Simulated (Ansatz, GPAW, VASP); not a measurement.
## CuI: programs and potentials compared

```
CELL_PARAMETERS angstrom
0.00000 3.03150 3.03150
3.03150 0.00000 3.03150
3.03150 3.03150 0.00000
ATOMIC_POSITIONS crystal
I 0.00000 0.00000 0.00000
Cu 0.75000 0.75000 0.75000
```

Alike in all runs: task single point; functional LDA; k mesh 8 × 8 × 8; occupations gaussian, width 0.02 eV; no spin polarisation; no spin-orbit coupling. LDA stands for any of its common fits. Pressure is positive in compression and, in plane waves, holds the error of the finite cutoff.

| program and potentials | plane-wave cutoff (eV) | notes | band gap (eV) | pressure (GPa) |
| --- | --- | --- | --- | --- |
| Ansatz, all-electron LAPW, scalar-relativistic | - | - | ? | ? |
| VASP, LDA PAW files Cu, I, 520 eV | 520 | - | 1.00 | -4.35 |
| GPAW, the program's PAW data sets (release 1.2.1) made for this functional | 600 | - | 0.96 | -3.90 |

Q: Estimate from the other rows what the run with Ansatz, all-electron LAPW, scalar-relativistic gave.

A: Band gap 0.94 eV; pressure -4.42 GPa. The other rows, which needn't bracket it: band gap 0.96 to 1.00; pressure -4.35 to -3.90.
